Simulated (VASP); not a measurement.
# SnSe2 (P-3m1) in VASP: further runs, part 2 of 2

VASP 6.6.1. The steps go on from the part before.

## Step 3: Electric field gradients, PBE

Contents of INCAR:

```
ALGO     = Normal         # electronic algorithm
EDIFF    = 1E-8           # SCF threshold, eV
ENCUT    = 520            # plane-wave cutoff, eV
GGA      = PE             # functional
ISIF     = 2              # what is computed and relaxed
ISMEAR   = -1             # smearing method
LASPH    = T              # aspherical terms in the spheres
LCHARG   = F              # write CHGCAR
LEFG     = T            
LREAL    = F              # projectors in reciprocal space
LWAVE    = F              # write WAVECAR
NBANDS   = 20             # bands
NELM     = 100            # most SCF steps
PREC     = Accurate       # precision mode
SIGMA    = 0.03           # smearing width, eV
```

Contents of KPOINTS:

```
k-points
0
Gamma
  7 7 4
```

Contents of POSCAR:

```
SnSe2
1.0
    3.8109987816      0.0000000000      0.0000000000
   -1.9054993908      3.3004217586      0.0000000000
    0.0000000000      0.0000000000      6.1370000000
Sn Se
1 2
Direct
    0.0000000000      0.0000000000      0.0000000000
    0.3333333333      0.6666666667      0.2500000000
    0.6666666667      0.3333333333      0.7500000000
```

Potentials or basis: VASP PAW PBE potentials, release 64 (Sn_d, Se).

Launch:

```bash
cat potpaw_PBE.64/Sn_d/POTCAR potpaw_PBE.64/Se/POTCAR > POTCAR
mpirun -np 1 vasp_std > vasp.out
```

OUTCAR:

```text
EDIFF = 1E-8
   ENCUT = 520
   GGA = PE
   ISIF = 2
   ISMEAR = -1
   LASPH = T
   LREAL = F
   NELM = 100
   PREC = Accurate

 ion  position               nearest neighbor table
   1  0.000  0.000  0.000-   2 2.68   3 2.68   2 2.68   3 2.68   3 2.68   2 2.68
   2  0.333  0.667  0.250-   1 2.68   1 2.68   1 2.68
   3  0.667  0.333  0.750-   1 2.68   1 2.68   1 2.68

  LATTYP: Found a hexagonal cell.
 ALAT       =     3.8109987816
 C/A-ratio  =     1.6103390087

  Lattice vectors:

 A1 = (   3.8109987816,   0.0000000000,   0.0000000000)
 A2 = (  -1.9054993908,   3.3004217586,   0.0000000000)
 A3 = (   0.0000000000,   0.0000000000,   6.1370000000)

Analysis of symmetry for initial positions (statically):
=====================================================================
 Subroutine PRICEL returns:
 Original cell was already a primitive cell.

 Routine SETGRP: Setting up the symmetry group for a
 hexagonal supercell.

 Subroutine GETGRP returns: Found 12 space group operations
 (whereof 12 operations were pure point group operations)
 out of a pool of 24 trial point group operations.

The static configuration has the point symmetry D_3d.

Analysis of symmetry for dynamics (positions and initial velocities):
=====================================================================
 Subroutine PRICEL returns:
 Original cell was already a primitive cell.

 Routine SETGRP: Setting up the symmetry group for a
 hexagonal supercell.

[... 164 lines left out ...]
      2     -17.0938      2.00000
      3     -17.0554      2.00000
      4     -17.0406      2.00000
      5     -17.0406      2.00000
      6      -9.8092      2.00000
[... 541 lines left out ...]
     19      14.0647      0.00000
     20      14.8685      0.00000

 [... further k-points ...]

------------------------ aborting loop because EDIFF is reached ----------------------------------------

  FORCE on cell =-STRESS in cart. coord.  units (eV):
  Direction    XX          YY          ZZ          XY          YZ          ZX
  --------------------------------------------------------------------------------------
  -------------------------------------------------------------------------------------
  Total        2.3788218      2.3788218      2.9991846     -0.0000000      0.0000000      0.0000000
  in kB       49.3751140     49.3751140     62.2514402     -0.0000000      0.0000000      0.0000000
  external PRESSURE =      53.6672228 kB  Pullay stress =       0.0000000 kB

 VOLUME and BASIS-vectors are now :
 -----------------------------------------------------------------------------
  energy-cutoff  :      520.00
  volume of cell :       77.19
      direct lattice vectors                 reciprocal lattice vectors
     3.810998782  0.000000000  0.000000000     0.262398405  0.151495789  0.000000000
    -1.905499391  3.300421759  0.000000000     0.000000000  0.302991579  0.000000000
     0.000000000  0.000000000  6.137000000     0.000000000  0.000000000  0.162946065

 POSITION                                       TOTAL-FORCE (eV/Angst)
 -----------------------------------------------------------------------------------
      0.00000      0.00000      0.00000        -0.000000      0.000000      0.000000
     -0.00000      2.20028      1.53425         0.000000      0.000000      0.732896
      1.90550      1.10014      4.60275        -0.000000      0.000000     -0.732896
 -----------------------------------------------------------------------------------
    total drift:                               -0.000000     -0.000000     -0.000000

  FREE ENERGIE OF THE ION-ELECTRON SYSTEM (eV)
  ---------------------------------------------------
  free  energy   TOTEN  =       -11.7536845563 eV

  energy  without entropy=      -11.7536844590  energy(sigma->0) =      -11.75368451

 Electric field gradients (V/A^2)
---------------------------------------------------------------------
 ion       V_xx      V_yy      V_zz      V_xy      V_xz      V_yz
---------------------------------------------------------------------
   1      -2.533    -2.533     5.066    -0.000     0.000    -0.000
   2      45.825    45.824   -91.649    -0.000    -0.000     0.000
   3      45.825    45.824   -91.649    -0.000    -0.000     0.000
---------------------------------------------------------------------

 Electric field gradients after diagonalization (V/A^2)
 (convention: |V_zz| > |V_xx| > |V_yy|)
----------------------------------------------------------------------
 ion       V_xx      V_yy      V_zz     asymmetry (V_yy - V_xx)/ V_zz
----------------------------------------------------------------------
   1      -2.533    -2.533     5.066       0.000
   2      45.825    45.824   -91.649       0.000
   3      45.825    45.824   -91.649       0.000
----------------------------------------------------------------------

           NMR quadrupolar parameters

 Cq : quadrupolar parameter    Cq=e*Q*V_zz/h
 eta: asymmetry parameters     (V_yy - V_xx)/ V_zz
 Q  : nuclear electric quadrupole moment in mb (millibarn)
----------------------------------------------------------------------
 ion       Cq(MHz)       eta       Q (mb)
----------------------------------------------------------------------
   1       0.012       0.000       1.000
   2      -0.222       0.000       1.000
   3      -0.222       0.000       1.000
----------------------------------------------------------------------
```

OSZICAR:

```text
N       E                     dE             d eps       ncg     rms          rms(c)
DAV:   1     0.206116014572E+03    0.20612E+03   -0.12182E+04  1140   0.150E+03
DAV:   2     0.120059315120E+02   -0.19411E+03   -0.18747E+03  1192   0.390E+02
DAV:   3    -0.112062904200E+02   -0.23212E+02   -0.22776E+02  1400   0.115E+02
DAV:   4    -0.120078097320E+02   -0.80152E+00   -0.80018E+00  1312   0.222E+01
DAV:   5    -0.120274512948E+02   -0.19642E-01   -0.19640E-01  1580   0.364E+00    0.521E+00
DAV:   6    -0.117735936353E+02    0.25386E+00   -0.49327E-01  1684   0.751E+00    0.336E+00
DAV:   7    -0.117533450462E+02    0.20249E-01   -0.16693E-01  1372   0.260E+00    0.102E+00
DAV:   8    -0.117531383875E+02    0.20666E-03   -0.12883E-02  1428   0.114E+00    0.288E-01
DAV:   9    -0.117536446717E+02   -0.50628E-03   -0.15548E-03  1296   0.297E-01    0.879E-02
DAV:  10    -0.117536515667E+02   -0.68950E-05   -0.11154E-04  1504   0.753E-02    0.341E-02
DAV:  11    -0.117536831373E+02   -0.31571E-04   -0.42854E-05  1248   0.363E-02    0.679E-03
DAV:  12    -0.117536838483E+02   -0.71102E-06   -0.22801E-06  1496   0.108E-02    0.599E-03
DAV:  13    -0.117536843723E+02   -0.52396E-06   -0.22719E-06  1240   0.830E-03    0.268E-03
DAV:  14    -0.117536844647E+02   -0.92444E-07   -0.53744E-08  1376   0.142E-03    0.134E-03
DAV:  15    -0.117536845239E+02   -0.59205E-07   -0.20895E-08  1088   0.938E-04    0.358E-04
DAV:  16    -0.117536845549E+02   -0.30974E-07   -0.34053E-09   932   0.344E-04    0.833E-05
DAV:  17    -0.117536845563E+02   -0.14079E-08   -0.34604E-10   716   0.144E-04
   1 F= -.11753685E+02 E0= -.11753685E+02  d E =-.973104E-07
```

Wall time 19 s (1 thread of Intel Xeon 6975P-C (Granite Rapids), shared host); peak memory 0.2 GiB.

Results:

```yaml
Free_energy: -11.7537 eV
Pressure: 5.4 GPa
Largest_force: 0.733 eV/Å
Band_gap_on_the_k_mesh: 0.81 eV, indirect (least direct gap 1.09 eV)
```

Forces on the atoms (eV/Å):
```
Sn   0.000  0.000  0.000
Se   0.000  0.000  0.733
Se   0.000  0.000 -0.733
```

Stress tensor (GPa, compression positive):
```
4.94 0.00 0.00
0.00 4.94 0.00
0.00 0.00 6.23
```

Levels at points of the mesh, in eV from the valence-band top:
```csv
k point,band 11,band 12,band 13,band 14,band 15,band 16
"(0.00, 0.00, 0.00)",-0.37,-0.37,0.00,1.09,2.97,4.66
"(0.00, 0.00, 0.50)",-0.76,-0.21,-0.21,2.47,2.94,4.38
```

Electric field gradients, principal values (V/Å²):
```
atom     Vxx     Vyy      Vzz
1 Sn  -2.533  -2.533    5.066
2 Se  45.824  45.825  -91.649
3 Se  45.824  45.825  -91.649
```

Caveat: spin-orbit coupling is left out, which moves the levels of the heavy elements; an odd mesh through Γ misses points on the zone boundary, where band edges often lie; the cell's inner coordinates are idealised or old, which leaves forces on the atoms; this functional lacks dispersion, which binds the layers, so the pressure and a relaxed spacing across them are unreliable.
